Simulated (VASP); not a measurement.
Runs of VASP 6.6.1 on CdGeAs2. It takes space group I-42d (No. 122, tetragonal). The conventional cell has a = 5.978 Å, b = 5.978 Å, c = 11.329 Å, α = 90.00°, β = 90.00°, γ = 90.00°. Cd (site symmetry -4) is surrounded by 4 As at 2.65 Å. Around As (site symmetry 2) lie 2 Ge at 2.45 Å and 2 Cd at 2.65 Å. Ge (site symmetry -4) has 4 As at 2.45 Å as nearest neighbours. The cell is a database's computed one.

```tsv
level	potentials or basis	gap on the mesh (eV)	pressure (GPa)	largest force (eV/Å)
r2SCAN	VASP PAW PBE potentials, release 64 (Cd, As, Ge_d)	(b)	0.0	-
LDA	VASP PAW LDA potentials, release 64 (Cd, As, Ge_d)	0.19	(c)	0.21
PBE	VASP PAW PBE potentials, release 64 (Cd, As, Ge_d)	0.19	(a)	0.13
TB-mBJ	VASP PAW PBE potentials, release 64 (Cd, As, Ge_d)	0.54	-	-
PBEsol	VASP PAW PBE potentials, release 64 (Cd, As, Ge_d)	0.19	-0.5	0.17
```

Alike in all rows: task band structure; no spin polarisation; cell as given; k mesh 6 × 6 × 6; cutoff (eV) 520; smearing gaussian 0.02 eV.

Q: Estimate the missing entries.

A: (a) 2.4; (b) 0.08; (c) -2.3.

Caveats: the PAW data sets were made with another functional, which shifts forces and pressure a little (some runs); the mesh misses the band edges, which the band path finds closer together (some runs).

A k mesh can miss the band edges, and the runs leave out spin-orbit coupling on As, Cd, Ge.
